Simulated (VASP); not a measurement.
# CsPbCl3 (Pm-3m) in VASP: settings compared, part 2 of 2

VASP 6.6.1. The steps go on from the part before.

**3. Relaxation of cell and atoms, PBEsol**

This run uses another cell than the first one, of 35.43 Å³/atom, 1.006 times its volume.

File INCAR:

```
SYSTEM = CsPbCl3
  PREC = Accurate
  ENCUT = 600
  EDIFF = 1E-7
  ISMEAR = 0
  SIGMA = 0.03
  LREAL = .FALSE.
  LASPH = .TRUE.
  NELM = 80
  ALGO = Normal
  ISIF = 3
  LWAVE = .FALSE.
  LCHARG = .FALSE.
  GGA = PS
  IBRION = 2
  NSW = 90
  EDIFFG = -0.005
  KPAR = 4
```

File KPOINTS:

```
regular mesh
0
G
  6 6 6
  0 0 0
```

File POSCAR:

```
CsPbCl3                                 
1.0
    5.6160790491      0.0000000000      0.0000000000
   -0.0000000000      5.6160790491     -0.0000000000
    0.0000000000      0.0000000000      5.6160790491
  Cs              Pb              Cl            
     1     1     3
Direct
     0.0000000000000000    0.0000000000000000    0.0000000000000000
     0.5000000000000000    0.5000000000000000    0.5000000000000000
     0.5000000000000000    0.5000000000000000    0.0000000000000000
     0.0000000000000000    0.5000000000000000    0.5000000000000000
     0.5000000000000000    0.0000000000000000    0.5000000000000000
```

Potentials or basis: VASP PAW PBE potentials, release 64 (Cs_sv, Pb_d, Cl).

Started as:

```
cat potpaw_PBE.64/Cs_sv/POTCAR potpaw_PBE.64/Pb_d/POTCAR potpaw_PBE.64/Cl/POTCAR > POTCAR
mpirun -np 4 vasp_std > vasp.out
```

OUTCAR:

```text
SYSTEM = CsPbCl3
   PREC = Accurate
   ENCUT = 600
   EDIFF = 1E-7
   ISMEAR = 0
   LREAL = .FALSE.
   LASPH = .TRUE.
   NELM = 80
   ISIF = 3
   GGA = PS
   IBRION = 2
   NSW = 90
   EDIFFG = -0.005

 ion  position               nearest neighbor table
   1  0.000  0.000  0.000-
   2  0.500  0.500  0.500-   3 2.81   4 2.81   5 2.81   3 2.81   5 2.81   4 2.81
   3  0.500  0.500  0.000-   2 2.81   2 2.81
   4  0.000  0.500  0.500-   2 2.81   2 2.81
   5  0.500  0.000  0.500-   2 2.81   2 2.81

  LATTYP: Found a simple cubic cell.
 ALAT       =     5.6160790491

  Lattice vectors:

 A1 = (   5.6160790491,   0.0000000000,   0.0000000000)
 A2 = (   0.0000000000,   5.6160790491,   0.0000000000)
 A3 = (   0.0000000000,   0.0000000000,   5.6160790491)

Analysis of symmetry for initial positions (statically):
=====================================================================
 Subroutine PRICEL returns:
 Original cell was already a primitive cell.

 Routine SETGRP: Setting up the symmetry group for a
 simple cubic supercell.

 Subroutine GETGRP returns: Found 48 space group operations
 (whereof 48 operations were pure point group operations)
 out of a pool of 48 trial point group operations.

The static configuration has the point symmetry O_h .

Analysis of symmetry for dynamics (positions and initial velocities):
=====================================================================
 Subroutine PRICEL returns:
 Original cell was already a primitive cell.

 Routine SETGRP: Setting up the symmetry group for a
 simple cubic supercell.
[... 180 lines left out ...]
      0.00000      0.00000      0.00000         0.000000      0.000000      0.000000
      2.80804      2.80804      2.80804         0.000000      0.000000      0.000000
      2.80804      2.80804      0.00000         0.000000      0.000000      0.000000
      0.00000      2.80804      2.80804         0.000000      0.000000      0.000000
      2.80804      0.00000      2.80804         0.000000      0.000000      0.000000
 -----------------------------------------------------------------------------------
    total drift:                                0.000000     -0.000000     -0.000000

  FREE ENERGIE OF THE ION-ELECTRON SYSTEM (eV)
  ---------------------------------------------------
  free  energy   TOTEN  =       -18.3828051632 eV

  energy  without entropy=      -18.3828051632  energy(sigma->0) =      -18.38280516

--------------------------------------- Ionic step        2  -------------------------------------------

 number of electron      43.9999993 magnetization

 Free energy of the ion-electron system (eV)
  ---------------------------------------------------
  ext. energy  EPLUGINS =         0.00000000
  ---------------------------------------------------
  free energy    TOTEN  =       -18.38284092 eV

  energy without entropy =      -18.38284092  energy(sigma->0) =      -18.38284092

 E-fermi :   1.7464     XC(G=0):  -7.9767

 val. band max:        1.6201611698   @ k =   0.5000   0.5000   0.5000
 cond. band min:       3.4592810628   @ k =   0.5000   0.5000   0.5000
 fundamental gap:      1.8391198930
 Fermi energy:         1.7463738555

 k-point     1 :       0.0000    0.0000    0.0000
  band No.  band energies     occupation
      1     -19.6880      2.00000
      2     -15.1156      2.00000
      3     -15.1156      2.00000
      4     -14.8712      2.00000
      5     -14.8712      2.00000
      6     -14.8712      2.00000
[... 569 lines left out ...]
     25       3.4593      0.00000
     26       6.6451      0.00000

------------------------ aborting loop because EDIFF is reached ----------------------------------------

  FORCE on cell =-STRESS in cart. coord.  units (eV):
  Direction    XX          YY          ZZ          XY          YZ          ZX
  --------------------------------------------------------------------------------------
  -------------------------------------------------------------------------------------
  Total        0.0071076      0.0071076      0.0071076      0.0000000      0.0000000     -0.0000000
  in kB        0.0642028      0.0642028      0.0642028      0.0000000      0.0000000     -0.0000000
  external PRESSURE =       0.0642028 kB  Pullay stress =       0.0000000 kB

 VOLUME and BASIS-vectors are now :
 -----------------------------------------------------------------------------
  energy-cutoff  :      600.00
  volume of cell :      177.37
      direct lattice vectors                 reciprocal lattice vectors
     5.618570107  0.000000000  0.000000000     0.177981227 -0.000000000  0.000000000
     0.000000000  5.618570107  0.000000000    -0.000000000  0.177981227  0.000000000
    -0.000000000 -0.000000000  5.618570107    -0.000000000 -0.000000000  0.177981227

 POSITION                                       TOTAL-FORCE (eV/Angst)
 -----------------------------------------------------------------------------------
      0.00000      0.00000      0.00000         0.000000      0.000000      0.000000
      2.80929      2.80929      2.80929        -0.000000     -0.000000      0.000000
      2.80929      2.80929      0.00000         0.000000      0.000000      0.000000
      0.00000      2.80929      2.80929         0.000000      0.000000      0.000000
      2.80929      0.00000      2.80929         0.000000      0.000000      0.000000
 -----------------------------------------------------------------------------------
    total drift:                                0.000000     -0.000000     -0.000000

  FREE ENERGIE OF THE ION-ELECTRON SYSTEM (eV)
  ---------------------------------------------------
  free  energy   TOTEN  =       -18.3828409222 eV

  energy  without entropy=      -18.3828409222  energy(sigma->0) =      -18.38284092

 reached required accuracy - stopping structural energy minimisation
```

OSZICAR:

```text
N       E                     dE             d eps       ncg     rms          rms(c)
DAV:   1     0.444790313668E+03    0.44479E+03   -0.21191E+04  1040   0.172E+03
DAV:   2     0.412287560593E+02   -0.40356E+03   -0.39349E+03  1274   0.370E+02
DAV:   3    -0.165425167347E+02   -0.57771E+02   -0.54871E+02  1288   0.143E+02
DAV:   4    -0.190187719718E+02   -0.24763E+01   -0.24686E+01  1366   0.351E+01
[... 14 lines left out ...]
DAV:   3    -0.183828486199E+02    0.83628E-04   -0.31418E-04  1354   0.187E-01    0.217E-02
DAV:   4    -0.183828440540E+02    0.45659E-05   -0.11070E-05  1602   0.292E-02    0.117E-02
DAV:   5    -0.183828415909E+02    0.24632E-05   -0.21345E-06  1248   0.150E-02    0.307E-03
DAV:   6    -0.183828409513E+02    0.63955E-06   -0.22672E-07  1034   0.400E-03    0.522E-04
DAV:   7    -0.183828409222E+02    0.29116E-07   -0.25830E-08   708   0.178E-03
   2 F= -.18382841E+02 E0= -.18382841E+02  d E =-.357590E-04
```

CONTCAR:

```text
CsPbCl3
   1.00000000000000
     5.6185701072098784    0.0000000000000000    0.0000000000000000
     0.0000000000000000    5.6185701072098784    0.0000000000000000
    -0.0000000000000000   -0.0000000000000000    5.6185701072098784
  Cs              Pb              Cl
     1     1     3
Direct
     0.0000000000000000    0.0000000000000000    0.0000000000000000
     0.5000000000000000    0.5000000000000000    0.5000000000000000
     0.5000000000000000    0.5000000000000000    0.0000000000000000
     0.0000000000000000    0.5000000000000000    0.5000000000000000
     0.5000000000000000    0.0000000000000000    0.5000000000000000

  0.00000000E+00  0.00000000E+00  0.00000000E+00
  0.00000000E+00  0.00000000E+00  0.00000000E+00
  0.00000000E+00  0.00000000E+00  0.00000000E+00
  0.00000000E+00  0.00000000E+00  0.00000000E+00
  0.00000000E+00  0.00000000E+00  0.00000000E+00
```

Run time: 56 s. Hardware: 4 MPI ranks of AMD EPYC 9R14 (Zen 4), shared host; peak memory 0.4 GiB.

What came out:

```
Free energy                            : -18.3828 eV
Relaxed volume                         : 35.47 Å³/atom
Relaxed cell                           : a = 5.619 Å, b = 5.619 Å, c = 5.619 Å, α = 90.00°, β = 90.00°, γ = 90.00°
Space group after relaxing (to 0.05 Å) : Pm-3m (No. 221)
Energy gained by relaxing              : 0.0 meV/atom
Ionic steps                            : 2
Pressure after relaxing                : 0.0 GPa
Band gap on the k mesh                 : 1.84 eV, direct
```

Final structure:
```yaml
crystal:
  lattice:
    - [5.61857, 0.00000, 0.00000]
    - [0.00000, 5.61857, 0.00000]
    - [0.00000, 0.00000, 5.61857]
  atoms:
    - { symbol: Cs, position: [0.00000, 0.00000, 0.00000] }
    - { symbol: Pb, position: [0.50000, 0.50000, 0.50000] }
    - { symbol: Cl, position: [0.50000, 0.50000, 0.00000] }
    - { symbol: Cl, position: [0.00000, 0.50000, 0.50000] }
    - { symbol: Cl, position: [0.50000, 0.00000, 0.50000] }
```

Levels at points of the mesh, in eV from the valence-band top:
```tsv
k point	band 19	band 20	band 21	band 22	band 23	band 24	band 25	band 26
(0.00, 0.00, 0.00)	-2.58	-2.48	-2.48	-2.48	3.24	4.26	4.26	5.15
(0.50, 0.00, 0.00)	-2.69	-2.59	-2.59	-1.67	2.94	4.63	5.18	5.26
(0.50, 0.50, 0.00)	-2.78	-2.71	-2.16	-0.81	2.43	2.43	4.86	5.35
(0.50, 0.50, 0.50)	-2.15	-2.15	-2.15	0.00	1.84	1.84	1.84	5.02
```

Caveat: the PAW data sets were made with another functional, which shifts forces and pressure a little; spin-orbit coupling is left out, which as a rule narrows the gap of such compounds by several tenths of an eV.

**4. Relaxation of cell and atoms, PBE**

File INCAR:

```
PREC = Accurate
ENCUT = 300
EDIFF = 1E-6
ISMEAR = 0
SIGMA = 0.03
LREAL = F
LASPH = T
NELM = 80
ALGO = Normal
ISIF = 3
LWAVE = F
LCHARG = F
GGA = PE
IBRION = 2
NSW = 90
EDIFFG = -0.01
```

File KPOINTS:

```
Automatic mesh
0
Gamma
  3 3 3
```

File POSCAR:

```
CsPbCl3
1.0
    5.6050000000      0.0000000000      0.0000000000
    0.0000000000      5.6050000000      0.0000000000
    0.0000000000      0.0000000000      5.6050000000
Cs Pb Cl
1 1 3
Direct
    0.0000000000      0.0000000000      0.0000000000
    0.5000000000      0.5000000000      0.5000000000
    0.5000000000      0.5000000000      0.0000000000
    0.0000000000      0.5000000000      0.5000000000
    0.5000000000      0.0000000000      0.5000000000
```

Potentials or basis: VASP PAW PBE potentials, release 64 (Cs_sv, Pb, Cl).

Started as:

```
cat potpaw_PBE.64/Cs_sv/POTCAR potpaw_PBE.64/Pb/POTCAR potpaw_PBE.64/Cl/POTCAR > POTCAR
mpirun -np 1 vasp_std > vasp.out
```

It took 9.7 s on 1 thread of Intel Xeon 6975P-C (Granite Rapids), shared host; peak memory 0.18 GiB.

The run converged. Its results:

```yaml
Free_energy: -17.6870 eV
Relaxed_volume: 36.66 Å³/atom
Relaxed_cell: a = 5.680 Å, b = 5.680 Å, c = 5.680 Å, α = 90.00°, β = 90.00°, γ = 90.00°
Space_group_after_relaxing_to_0.05_Å: Pm-3m (No. 221)
Energy_gained_by_relaxing: 4.9 meV/atom
Ionic_steps: 3
Pressure_after_relaxing: 0.0 GPa
Band_gap_on_the_k_mesh: 4.28 eV, direct
```

The path:
```tsv
step	energy change (eV)	largest force (eV/Å)	pressure (GPa)	volume (Å³)
1	0.0000	0.0000	1.13	176.09
2	-0.0241	0.0000	0.11	182.50
3	-0.0244	0.0000	-0.01	183.29
```

Final structure:
```yaml
crystal:
  lattice:
    - [5.68043, 0.00000, 0.00000]
    - [0.00000, 5.68043, 0.00000]
    - [0.00000, 0.00000, 5.68043]
  atoms:
    - { symbol: Cs, position: [0.00000, 0.00000, 0.00000] }
    - { symbol: Pb, position: [0.50000, 0.50000, 0.50000] }
    - { symbol: Cl, position: [0.50000, 0.50000, 0.00000] }
    - { symbol: Cl, position: [0.00000, 0.50000, 0.50000] }
    - { symbol: Cl, position: [0.50000, 0.00000, 0.50000] }
```

Levels at points of the mesh, in eV from the valence-band top:
```csv
k point,band 14,band 15,band 16,band 17,band 18,band 19,band 20,band 21
"(0.00, 0.00, 0.00)",-1.15,-1.07,-1.07,-1.07,4.73,5.75,5.75,6.65
```

Caveat: the cutoff is under 1.25 times the usual one of these potentials, so pressure, stress and relaxed cells hold a basis-set (Pulay) error; spin-orbit coupling is left out, which as a rule narrows the gap of such compounds by several tenths of an eV; an odd mesh through Γ misses points on the zone boundary, where band edges often lie.
